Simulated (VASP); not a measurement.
Na, 6 atoms in the cell. The cell holds a slab with vacuum, 6 atoms: a = 3.697 Å, b = 3.697 Å, c = 30.608 Å, α = 90.00°, β = 90.00°, γ = 60.29°. The slab is cut from a database's or a generator's crystal, which needn't be the stable form of the element. The cell isn't the ideal one: the (0 0 1) slab of Na, cut from the database cell, not relaxed.

- Program: VASP 6.6.1
- Task: work function
- Functional: PBE
- Potentials or basis: VASP PAW PBE potentials, release 64 (Na_pv)
- Cutoff: 520 eV
- k mesh: 8 × 8 × 1
- Occupations: gaussian, width 0.05 eV
- Spin: no spin polarisation
- Dipole correction: yes
- Further INCAR settings: ALGO = Normal; EDIFF = 1e-06

Potentials or basis: VASP PAW PBE potentials, release 64 (Na_pv).

Command:

```sh
$ cat potpaw_PBE.64/Na_pv/POTCAR > POTCAR
$ mpirun -np 1 vasp_std > vasp.out
```

Hardware: 1 thread of AMD EPYC 9R45 96-Core Processor (Zen 5) (shared host).

Estimate the wall time of this run.

Run time: 2.6 min on 1 thread of AMD EPYC 9R45 96-Core Processor (Zen 5) (shared host), peak memory 0.45 GiB. Counts: scf iterations 20, k points 21.
